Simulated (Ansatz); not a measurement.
Runs of Ansatz 0.2.0 on Ru. The structure is hexagonal, space group P6_3/mmc (No. 194). The conventional cell has a = 2.706 Å, b = 2.706 Å, c = 4.282 Å, α = 90.00°, β = 90.00°, γ = 120.00°. Ru (site symmetry -6m2) is surrounded by 12 Ru at 2.65 to 2.71 Å. 

```csv
task,level,spin,cell,k mesh,cutoff (eV),points for each segment of the path,atoms under strain,mesh quality,gap on the mesh (eV),pressure (GPa),relaxed volume (Å³/atom)
relaxation of cell and atoms,B3LYP,off,relaxed,6 × 6 × 3,420,-,-,coarse,none,0.0,(a)
relaxation of cell and atoms,revPBE+D3(BJ),off,relaxed,11 × 11 × 6,420,-,-,not flagged,none,0.0,13.29
band structure,r2SCAN,"SOC, no magnetisation",as given,8 × 8 × 5,500,14,-,not flagged,none,-2.4,-
relaxation of cell and atoms,PBEsol,off,relaxed,11 × 11 × 6,420,-,-,not flagged,none,0.0,(b)
relaxation of cell and atoms,RPBE+D4,off,relaxed,11 × 11 × 6,420,-,-,not flagged,-,0.0,13.48
relaxation of cell and atoms,RPBE+D3(BJ),off,relaxed,11 × 11 × 6,420,-,-,not flagged,none,0.0,12.38
relaxation of cell and atoms,revPBE+D4,off,relaxed,11 × 11 × 6,420,-,-,not flagged,-,0.0,13.49
relaxation of cell and atoms,BLYP+D3(BJ),off,relaxed,11 × 11 × 6,420,-,-,not flagged,-,0.0,13.61
elastic constants,LDA,off,as given,8 × 8 × 5,420,-,clamped,not flagged,none,-12.8,-
relaxation of cell and atoms,PBEsol+D3(BJ),off,relaxed,11 × 11 × 6,420,-,-,not flagged,-,0.0,13.04
relaxation of cell and atoms,LDA,off,relaxed,11 × 11 × 6,420,-,-,not flagged,-,0.0,13.09
band structure,LDA,"SOC, no magnetisation",as given,8 × 8 × 5,420,14,-,not flagged,none,-12.6,-
```

Alike in all rows: potentials or basis Ansatz PAW; smearing fermi-dirac 0.05 eV.

Question: Fill in the values left out.

Answer: (a) 13.83; (b) 13.32.

Caveats: some runs use coarse meshes; the PAW data sets come from PBE, with cores solved anew for the run's functional, which leaves a small shift of forces and pressure; the plane-wave basis is chosen anew once the cell has moved, so the energies of steps on either side of that aren't comparable (some runs); pairwise dispersion overbinds metals, which lowers pressure and volume (some runs); the cell is more than 3 GPa from zero pressure, which shifts response properties (some runs); elastic constants of metals need much finer meshes, so these are rough (some runs).

A k mesh can miss the band edges, and rows without SOC leave out spin-orbit coupling on Ru.

A gap of «none» marks a metal or a gap under the smearing width.

Runs at the PBE level aren't shown here.
